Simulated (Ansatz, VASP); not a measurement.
Given: the input of a run of VASP 6.6.1 on LiCl.

File INCAR:

```
SYSTEM = LiCl
ALGO     = Normal         ! electronic algorithm
EDIFF    = 1E-6           ! SCF threshold, eV
ENCUT    = 520            ! plane-wave cutoff, eV
GGA      = PE             ! functional
ISIF     = 2              ! what is computed and relaxed
ISMEAR   = 0              ! smearing method
LASPH    = .True.         ! aspherical terms in the spheres
LCHARG   = .True.         ! write CHGCAR
LELF     = .True.         ! ELF
LREAL    = .False.        ! projectors in reciprocal space
LVHAR    = .True.       
LWAVE    = .False.        ! write WAVECAR
NBANDS   = 12             ! bands
NELM     = 80             ! most SCF steps
PREC     = Accurate       ! precision mode
SIGMA    = 0.011          ! smearing width, eV
```

KPOINTS

```
k-points
0
Gamma
  9 9 9
  0 0 0
```

File POSCAR:

```
LiCl
1.0
    0.0000000000      2.5647700000      2.5647700000
    2.5647700000      0.0000000000      2.5647700000
    2.5647700000      2.5647700000      0.0000000000
Cl Li
1 1
Direct
    0.5000000000      0.5000000000      0.5000000000
    0.0000000000      0.0000000000      0.0000000000
```

Potentials or basis: VASP PAW PBE potentials, release 64 (Cl, Li_sv).

Launch:

```bash
$ cat potpaw_PBE.64/Cl/POTCAR potpaw_PBE.64/Li_sv/POTCAR > POTCAR
$ mpirun -np 1 vasp_std > vasp.out
```

Task: Translate it to Ansatz 0.2.0. Potentials there: all-electron LAPW, scalar-relativistic.

Result: As run (the cutoff follows the program's own potentials):

File input.yaml:

```yaml
crystal:
  lattice:
    - [0.0, 2.56477, 2.56477]
    - [2.56477, 0.0, 2.56477]
    - [2.56477, 2.56477, 0.0]
  atoms:
    - { symbol: Cl, position: [0.5, 0.5, 0.5] }
    - { symbol: Li, position: [0.0, 0.0, 0.0] }
kpoints:
  mp_grid: { grid: [9, 9, 9] }
scf:
  occupations: { method: gaussian, width: 0.011 }
hamiltonian:
  xc: pbe
  pseudopotentials: { kind: all_electron, lapw: { basis_error: 0.001 } }
output:
  forces: true
  stress: true
  eigenvalues: true
```

Potentials or basis: all-electron LAPW, scalar-relativistic.

Run with:

```console
$ ansatz run input.yaml --threads 1 --pin off --max-ram 3072MiB --backend cpu --events-out ev --progress --plain --runs-dir out
```

Both were run:

|  | VASP | Ansatz | Ansatz less VASP |
| --- | --- | --- | --- |
| gap on the k mesh at the Fermi level (eV) | 6.34 | 6.33 | -0.016 |
| least direct gap on the mesh (eV) | 6.34 | 6.33 | -0.016 |

Ansatz ran all-electron here, so the differences hold the error of VASP's frozen core and of both bases.

Caveats: an odd mesh through Γ misses points on the zone boundary, where band edges often lie.
